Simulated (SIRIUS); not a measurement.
Crystal: SrO.

```
Sr O
1.0
     0.00000    2.56630    2.56630
     2.56630    0.00000    2.56630
     2.56630    2.56630    0.00000
Sr O
1 1
Direct
  0.50000 0.50000 0.50000
  0.00000 0.00000 0.00000
```

Base run:

- Program: SIRIUS 7.12.0
- Functional: PBE
- Potentials or basis: all-electron FP-LAPW
- Cutoff: 276 eV
- Basis: apw+lo standard
- k mesh: 9 × 9 × 9
- Occupations: fermi-dirac, width 0.05 eV
- Spin: no spin polarisation

Its results: band gap on the k mesh 3.38 eV, indirect (least direct gap 3.46 eV).

Q: The run is repeated on the same cell with these changes: potentials or basis from all-electron FP-LAPW to all-electron FP-LAPW (no relativity for the valence, core without relativity); valence relativity from iora to none. What comes out?

A: Band gap on the k mesh 3.25 eV, indirect (least direct gap 3.32 eV).

Caveats: an odd mesh through Γ misses points on the zone boundary, where band edges often lie (some runs); relativity is left out for the valence states, which matters for the heavier elements (some runs); relativity is left out for the core states (some runs).

Not every run made on this cell is shown here.
